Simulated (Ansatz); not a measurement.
# Cd: pressure and largest V_zz as volume scale varies

Results calculated with Ansatz 0.2.0, not measured. Periodic Kohn-Sham DFT of a crystal at fixed atoms, scaled to volume_scale times the given cell; pressure positive in compression, energy less spherical unpolarised free atoms, largest_vzz the field gradient of largest size among the nuclei.

The cell before it is scaled or strained (space group P6_3/mmc, No. 194):
```
cell vectors (Å)
   2.9789     0.0000     0.0000
  -1.4894     2.5798     0.0000
   0.0000     0.0000     5.6177
atoms (fractions of the cell vectors)
Cd  0.33333  0.66667  0.25000
Cd  0.66667  0.33333  0.75000
```

Settings of every row: method frozen-core PAW; functional PBE; relativity scalar; k mesh 14x14x7; filling fermi-dirac; smearing width 0.05 eV; wave cutoff 420 eV; paw set soft_2.

Atom start moment: 0 on all atoms.

Limits: field gradient without spin-orbit coupling on heavy atoms; no gap: field gradients move with the k mesh.

| row | volume scale | V (Å³/atom) | pressure (GPa) | largest V_zz (1e21 V/m^2) |
| --- | --- | --- | --- | --- |
| 1 | 0.94 | 20.291 | 7.557 | 8.311 |
| 2 | 0.95 | 20.507 | 6.67 | 8.198 |
| 3 | 0.96 | 20.722 | 5.838 | 8.084 |
| 4 | 0.98 | 21.154 | 4.325 | 7.853 |
| 5 | 0.99 | 21.37 | 3.639 | 7.736 |
| 6 | 1 | 21.585 | 2.998 | 7.616 |
| 7 | 1.01 | 21.801 | ? | ? |
| 8 | 1.02 | 22.017 | 1.84 | 7.37 |
| 9 | 1.04 | 22.449 | 0.836 | 7.109 |
| 10 | 1.05 | 22.665 | 0.386 | 6.975 |
| 11 | 1.06 | 22.881 | -0.032 | 6.837 |

Question: what pressure and largest V_zz should row 7 give?

Worked fit of pressure. Take u = (V_r/V)^(2/3) − 1 with V_r = 21.477 Å³ an atom, which is twice the finite (Eulerian) strain; such expansions in the strain, on which the Birch-Murnaghan equation of state is built, carry the rest volume and the bulk modulus. The shown rows have u = 0.0386, 0.03129, 0.02414, 0.01015, 0.00334, -0.00334, -0.01642, -0.02908, -0.03526, -0.04134. Least squares give pressure = 3.315 + 95.871 × u + 362.3 × u² GPa; a straight line predicts inner rows, each left out in turn, worse (root mean square 0.2 against 0.0018 GPa). The rows lie off it by 0.002, 0.000, -0.002, 0.000, 0.000, -0.001, 0.002, 0.003, 0.001, -0.003. The pressure vanishes at u = -0.0409, or V = 22.87 Å³ an atom, and there the bulk modulus at fixed shape and fractions is B = −V dP/dV = (2/3)(1 + u) dP/du = 42.4 GPa. Letting shape and atoms relax would as a rule lower it, by much in layered, chain or molecular crystals. The withheld row has u = -0.00993, so the fit gives 3.315 + 95.871 × (-0.00993) + 362.3 × (-0.00993)² = 2.399 GPa.

The calculation gave 2.399 GPa. The fit meets it to the printed digit.

Worked fit of largest V_zz. Take t = volume scale − 1. The shown rows have t = -0.06, -0.05, -0.04, -0.02, -0.01, 0, 0.02, 0.04, 0.05, 0.06. Least squares give largest V_zz = 7.6156 − 12.237 × t − 11.61 × t² 1e21 V/m^2; a straight line predicts inner rows, each left out in turn, worse (root mean square 0.015 against 0.0025 1e21 V/m^2). The rows lie off it by 0.003, 0.000, -0.003, -0.003, -0.001, 0.000, 0.004, 0.001, 0.000, -0.003, a smooth pattern that one more power would take up: the form is only approximate. The withheld row has t = 0.01, so the fit gives 7.6156 − 12.237 × (0.01) − 11.61 × (0.01)² = 7.492 1e21 V/m^2.

The calculation gave 7.494 1e21 V/m^2. The fit lies 0.002 1e21 V/m^2 (0.14 % of the column's range) below it; its largest miss of a shown row is 0.004 1e21 V/m^2.
